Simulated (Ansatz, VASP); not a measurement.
Two plane-wave programs on CdF2

```
Cd F
1.0
     0.00000    2.68210    2.68210
     2.68210    0.00000    2.68210
     2.68210    2.68210    0.00000
Cd F
1 2
Direct
  0.00000 0.00000 0.00000
  0.25000 0.25000 0.25000
  0.75000 0.75000 0.75000
```

Alike in both runs: task single point; functional PBEsol; k mesh 6 × 6 × 6; non-collinear spin, spin-orbit coupling.

|  | VASP | Ansatz |
| --- | --- | --- |
| version | VASP 6.6.1 | Ansatz 0.2.0 |
| potentials or method | VASP PAW PBE potentials, release 64 (Cd, F) | PAW plane waves |
| plane-wave cutoff (eV) | 520 | 420 |
| occupations | methfessel-paxton of order 1, width 0.0759 eV | cold, width 0.0759 eV |
| valence electrons in the cell | 26 | 34 |

VASP gave:

| Item | Value |
| --- | --- |
| gap on the k mesh at the Fermi level (eV) | 2.96 |
| pressure (GPa) | 2.0 |
| net moment per atom (μB) | 0.00 |

**Question.** Estimate Ansatz's values.

**Answer.** gap on the k mesh at the Fermi level (eV): 3.00; pressure (GPa): 1.2; net moment per atom (μB): 0.00.

The two sets of potentials don't hold the same shells in valence. Ansatz warned: «stability_check_not_made».

Caveats: the PAW data sets were made with another functional, which shifts forces and pressure a little (VASP).
